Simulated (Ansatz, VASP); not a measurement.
## GaAs: VASP beside Ansatz

```
Ga As
1.0
     0.00000    2.90025    2.90025
     2.90025    0.00000    2.90025
     2.90025    2.90025    0.00000
Ga As
1 1
Cartesian
  0.0000 0.0000 0.0000
  1.4501 1.4501 1.4501
```

Alike in both runs: task single point; functional PBE; k mesh 6 × 6 × 6; no spin polarisation.

```csv
,VASP,Ansatz
version,VASP 6.6.1,Ansatz 0.2.0
potentials or method,"VASP PAW PBE potentials, release 64 (Ga_d, As)","plane waves, PAW"
plane-wave cutoff (eV),520,420
occupations,"gaussian, width 0.01 eV",fixed
valence electrons in the cell,18,28
```

|  | VASP | Ansatz | Ansatz less VASP |
| --- | --- | --- | --- |
| gap on the k mesh at the Fermi level (eV) | none | none | - |
| pressure (GPa) | -1.3 | -1.5 | -0.13 |

A gap of «none» marks a metal or a gap that the smearing closes. The two sets of potentials don't hold the same shells in valence. Ansatz warned: «unresolved_pair_at_count».
